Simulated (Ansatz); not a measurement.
# Ta: response to strain

Aim: deform Ta (equal xy, yz and zx engineering shear strains of +3 %) and compute stress, forces and field gradients with LAPW and PAW.

Computed with Ansatz 0.2.0 (DFT PBE, scalar-relativistic, unless a step's input says otherwise).

3 further runs of the same task are left out: 2 that didn't finish, 1 set aside as unsound or not needed.

## Step 1: The starting structure

It takes space group P6_3/mmc (No. 194, hexagonal). The conventional cell has a = 2.904 Å, b = 2.904 Å, c = 5.131 Å, α = 90.00°, β = 90.00°, γ = 120.00°. Ta (site symmetry -6m2) has 12 Ta at 2.90 to 3.06 Å as nearest neighbours.

Structure file:

```
Ta
1.0
     2.90392    0.00000    0.00000
    -1.45196    2.51487    0.00000
     0.00000    0.00000    5.13090
Ta
2
Direct
  0.33333 0.66667 0.25000
  0.66667 0.33333 0.75000
```

Atoms are numbered in the order of the input: Ta1, Ta2.

## Step 2: After the deformation

Space group P6_3/mmc before, P-1 after.

## Step 3: LAPW, all electrons

input.yaml

```yaml
crystal:
  lattice:
    - [2.903923968, 0.0435588595, 0.0435588595]
    - [-1.4142389051, 2.4930924972, 0.0159436491]
    - [0.0769634655, 0.0769634655, 5.1308977023]
  atoms:
    - { symbol: Ta, position: [0.3333333333, 0.6666666667, 0.25] }
    - { symbol: Ta, position: [0.6666666667, 0.3333333333, 0.75] }
kpoints:
  mp_grid: { grid: [13, 13, 7] }
scf:
  occupations: { method: fermi_dirac, width: 0.03 }
hamiltonian:
  xc: pbe
  pseudopotentials: { kind: all_electron, lapw: { basis_error: 0.001 } }
output:
  forces: true
  stress: true
  eigenvalues: true
```

## Step 4: PAW with frozen cores

input.yaml, as its differences from that of step 3:

```diff
@@ -14,3 +14,3 @@
   xc: pbe
-  pseudopotentials: { kind: all_electron, lapw: { basis_error: 0.001 } }
+  pseudopotentials: { kind: paw }
 output:
@@ -19 +19,2 @@
   eigenvalues: true
+  efg: { contact_densities: true }
```

(Steps that only read results are left out.)

What does the calculation give? Wanted: pressure; largest shear or deviatoric stress.

As calculated:

```
                                 quantity                    value
                                 pressure  LAPW 0.19, PAW 0.20 GPa
largest shear or deviatoric stress (LAPW)                 1.86 GPa
```

In words: The largest part of the stress beyond the pressure is 1.86 GPa in size; the atoms are carried along and not relaxed. No run of the undeformed cell stands beside it, so the pressure holds what the given cell had before the change. PAW: stress within 0.03 GPa of LAPW, forces within 1 meV/Å. Spin-orbit coupling is left out, though the cell holds Ta; in elements this heavy it can shift bands and gaps by tenths of an eV.
